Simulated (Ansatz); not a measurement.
Spinel MgAl₂O₄ was calculated with PBE (PAW; Ansatz, a program for electronic structure).

Numerical settings: plane-wave cutoff 520 eV, 8×8×8 k mesh, Fermi–Dirac smearing 0.01 eV, scalar-relativistic PAW data made under PBE.

A third-order Birch–Murnaghan fit to the energies gives V0 = 9.734 Å³/atom, B0 = 181 GPa, B′ = 4.1.

```tsv
V (Å³/atom)	P (GPa)
9.344	[?]
9.539	[?]
9.733	0.01
9.928	-3.43
10.123	[?]
```

Task: Estimate the withheld pressures from this fit; the answers are the runs' own values.

Result: 
- 9.344, P (GPa): 8.04
- 9.539, P (GPa): 3.82
- 10.123, P (GPa): -6.55

The formula P = (3/2) B0 (x^(7/3) − x^(5/3)) [1 + (3/4)(B′ − 4)(x^(2/3) − 1)] with x = V0/V meets the computed pressures within 0.01 GPa when these rounded values are put in.

Shape and atoms are relaxed at each volume.

Measured, for comparison: bulk modulus 195 GPa (300 K, copied from a table, unchecked, no zero-point or thermal correction; as tabulated in BurnMan's mineral tables); equilibrium volume per atom 9.40 Å³/atom (0 K, fit to 77–300 K taken to 0 K; as tabulated in Grimes and Al-Ajaj (1992), doi:10.1088/0953-8984/4/30/004). Computed less measured: bulk modulus not scored (unchecked), equilibrium volume per atom +3.5 %.
